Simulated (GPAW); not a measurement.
# Fitting the BLYP+D3(BJ) energy curve of W

```
W
1.0
     5.08300    0.00000    0.00000
     0.00000    5.08300    0.00000
     0.00000    0.00000    5.08300
W
8
Direct
  0.50000 0.25000 0.00000
  0.50000 0.75000 0.00000
  0.25000 0.00000 0.50000
  0.75000 0.00000 0.50000
  0.00000 0.50000 0.25000
  0.00000 0.50000 0.75000
  0.50000 0.50000 0.50000
  0.00000 0.00000 0.00000
```

This isn't the form of W at room conditions, which is bcc.

The cell was scaled at fixed shape and fractions and run with GPAW, PAW data sets generated for this functional, cutoff 600 eV; BLYP+D3(BJ), k mesh 4 × 4 × 4 on the cell of 8 atoms, fermi-dirac occupations of 0.05 eV, no spin polarisation, no spin-orbit coupling. Energies are those that the program minimises, any entropy of the smearing included. For a metal such a mesh isn't converged to the digits shown.

```tsv
V (Å³/atom)	energy over the lowest row (meV/atom)
15.4311	13.12
15.7595	0.00
16.0878	0.68
16.4161	13.75
16.7444	37.91
17.0728	?
17.4011	115.02
```

**Question.** Fit the third-order Birch-Murnaghan form, give V0, B0 and B′, and predict the energy left open.

**Answer.** With y = (V0/V)^(2/3), E = E0 + (9 V0 B0/16) [(y - 1)³ B′ + (y - 1)² (6 - 4y)]. Least squares through the rows shown give V0 = 15.9048 Å³/atom, E0 = -1.31 meV, B0 = 310.7 GPa (1 eV/Å³ = 160.218 GPa) and B′ = 4.33, with a largest miss of 0.01 meV. At V = 17.0728 the form with these constants gives 72.01 meV; the run gave 72.02 meV an atom.

The cell is the A15 structure of β-tungsten, and its fitted equilibrium volume of 15.9048 Å³/atom and bulk modulus of 310.7 GPa describe a dense, very stiff metal, much like the bcc form. Such stiffness is expected of tungsten: with a nearly half-filled 5d band, mostly bonding states are occupied and the antibonding ones stay largely empty, so cohesion is close to its strongest within the 5d series. The dispersion term may also contract and stiffen the lattice, and this single curve can't separate its share from that of the d bonding. The positive B′ reflects the usual anharmonicity, as repulsion and electronic kinetic energy grow quickly on compression while d–d overlap weakens on expansion. The omitted point lies between fitted volumes, so its close prediction shows that the curve is smooth and well interpolated, rather than that the functional is accurate for tungsten. Without a matching curve for bcc, nothing follows about the relative stability of the two phases or a pressure-driven transition between them.
